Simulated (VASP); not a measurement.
# BAs (Pm-3m) in VASP: further runs, part 2 of 2

VASP 6.6.1. Earlier steps stand in the parts before.

## (5) Atomic charges, PBEsol

Contents of INCAR:

```
SYSTEM = BAs
ALGO = Normal
EDIFF = 1E-6
ENCUT = 520
GGA = PS
ISIF = 2
ISMEAR = 0
LASPH = .TRUE.
LCHARG = .FALSE.
LORBIT = 10
LREAL = .FALSE.
LWAVE = .FALSE.
NELM = 60
PREC = Accurate
SIGMA = 0.02
```

Contents of KPOINTS:

```
k-points
0
G
  9 9 9
  0 0 0
```

Contents of POSCAR:

```
BAs
1.0
    2.9343700000      0.0000000000      0.0000000000
    0.0000000000      2.9343700000      0.0000000000
    0.0000000000      0.0000000000      2.9343700000
B As
1 1
Direct
    0.5000000000      0.5000000000      0.5000000000
    0.0000000000      0.0000000000      0.0000000000
```

Potentials or basis: VASP PAW PBE potentials, release 64 (B, As).

The run is started by

```bash
cat potpaw_PBE.64/B/POTCAR potpaw_PBE.64/As/POTCAR > POTCAR
mpirun -np 1 vasp_std > vasp.out
```

OUTCAR:

```text
SYSTEM = BAs
   EDIFF = 1E-6
   ENCUT = 520
   GGA = PS
   ISIF = 2
   ISMEAR = 0
   LASPH = .TRUE.
   LORBIT = 10
   LREAL = .FALSE.
   NELM = 60
   PREC = Accurate

 ion  position               nearest neighbor table
   1  0.500  0.500  0.500-   2 2.54   2 2.54   2 2.54   2 2.54   2 2.54   2 2.54   2 2.54   2 2.54

   2  0.000  0.000  0.000-   1 2.54   1 2.54   1 2.54   1 2.54   1 2.54   1 2.54   1 2.54   1 2.54

  LATTYP: Found a simple cubic cell.
 ALAT       =     2.9343700000

  Lattice vectors:

 A1 = (   2.9343700000,   0.0000000000,   0.0000000000)
 A2 = (   0.0000000000,   2.9343700000,   0.0000000000)
 A3 = (   0.0000000000,   0.0000000000,   2.9343700000)

Analysis of symmetry for initial positions (statically):
=====================================================================
 Subroutine PRICEL returns:
 Original cell was already a primitive cell.

 Routine SETGRP: Setting up the symmetry group for a
 simple cubic supercell.

 Subroutine GETGRP returns: Found 48 space group operations
 (whereof 48 operations were pure point group operations)
 out of a pool of 48 trial point group operations.

The static configuration has the point symmetry O_h .
[... 171 lines left out ...]
  band No.  band energies     occupation
      1      -8.6798      2.00000
      2       6.2447      2.00000
      3       6.2447      2.00000
      4       6.2447      2.00000
      5       6.9003      1.99096
      6      12.6847      0.00000
      7      12.6847      0.00000
      8      16.4317      0.00000
[... 243 lines left out ...]
 k-point    24 :       0.4444    0.3333    0.1111
  band No.  band energies     occupation
      1      -4.0702      2.00000
      2      -0.7373      2.00000
      3       2.2830      2.00000
      4       4.5374      2.00000
      5       9.0139      0.00000
      6      10.4070      0.00000
      7      13.4261      0.00000
      8      13.8762      0.00000

 [... further k-points ...]
[... 5 lines left out ...]
  --------------------------------------------------------------------------------------
  -------------------------------------------------------------------------------------
  Total       -0.5668730     -0.5668730     -0.5668730      0.0000000      0.0000000      0.0000000
  in kB      -35.9460988    -35.9460988    -35.9460988      0.0000000      0.0000000      0.0000000
  external PRESSURE =     -35.9460988 kB  Pullay stress =       0.0000000 kB

 VOLUME and BASIS-vectors are now :
 -----------------------------------------------------------------------------
  energy-cutoff  :      520.00
  volume of cell :       25.27
      direct lattice vectors                 reciprocal lattice vectors
     2.934370000  0.000000000  0.000000000     0.340788653  0.000000000  0.000000000
     0.000000000  2.934370000  0.000000000     0.000000000  0.340788653  0.000000000
     0.000000000  0.000000000  2.934370000     0.000000000  0.000000000  0.340788653

 POSITION                                       TOTAL-FORCE (eV/Angst)
 -----------------------------------------------------------------------------------
      1.46718      1.46718      1.46718         0.000000      0.000000      0.000000
      0.00000      0.00000      0.00000         0.000000      0.000000      0.000000
 -----------------------------------------------------------------------------------
    total drift:                                0.000000      0.000000     -0.000000

  FREE ENERGIE OF THE ION-ELECTRON SYSTEM (eV)
  ---------------------------------------------------
  free  energy   TOTEN  =        -9.2504585048 eV

  energy  without entropy=       -9.2500455998  energy(sigma->0) =       -9.25025205

 total charge

# of ion       s       p       d       tot
------------------------------------------
    1        0.789   0.717   0.000   1.506
    2        1.325   1.224   0.097   2.646
--------------------------------------------------
tot          2.114   1.941   0.097   4.153
```

stdout:

```text
POSCAR found type information on POSCAR B As
 POSCAR found :  2 types and       2 ions
 scaLAPACK will be used
 -----------------------------------------------------------------------------
|                                                                             |
|                                                                             |
|     You enforced a specific xc type in the INCAR file but a different       |
|     I HOPE YOU KNOW WHAT YOU ARE DOING!                                     |
|                                                                             |
 -----------------------------------------------------------------------------

 LDA part: xc-table for (Slater+PW92), standard interpolation
 POSCAR, INCAR and KPOINTS ok, starting setup
 FFT: planning ... GRIDC
 FFT: planning ... GRID_SOFT
 FFT: planning ... GRID
 WAVECAR not read
 entering main loop
```

Wall time 8.4 s (1 thread of AMD EPYC 7R43 (Zen 3), shared host); peak memory 0.1 GiB.

Results:

- Free energy: -9.2505 eV
- Pressure: -3.6 GPa
- Band gap on the k mesh: none (metal or under the smearing width)
- Valence electrons inside the program's atomic spheres: B 1.51; As 2.65

Caveat: the PAW data sets were made with another functional, which shifts forces and pressure a little.

## (6) Overview

| task | level | cell | cutoff (eV) | smearing | target pressure | gap on the mesh (eV) | pressure (GPa) |
| --- | --- | --- | --- | --- | --- | --- | --- |
| relaxation of cell and atoms | PBE | relaxed to 30 GPa | 600 | fermi-dirac 0.05 eV | 30 GPa | - | 30.0 |
| atomic charges | PBE | as given | 520 | gaussian 0.02 eV | - | none | 0.2 |
| electron localisation function | PBE | as given | 520 | gaussian 0.02 eV | - | none | 0.2 |
| atomic charges | PBEsol | as given | 520 | gaussian 0.02 eV | - | none | -3.6 |

Alike in all rows: potentials or basis VASP PAW PBE potentials, release 64 (B, As); no spin polarisation; k mesh 9 × 9 × 9.

Every run on the cell as given and a fine mesh finds a metal. The pressure there spans -3.6 GPa (PBEsol) to 0.2 GPa (PBE); a positive pressure means that this level wants a larger cell, a negative one a smaller.

Caveats: the cell is relaxed towards a set pressure, so the enthalpy falls and the energy may rise (some runs); the bands computed are all filled at some k points, so no gap is given (some runs); the PAW data sets were made with another functional, which shifts forces and pressure a little (some runs).

Total energies depend on the potentials used, so only differences within one code and one set of settings carry meaning.
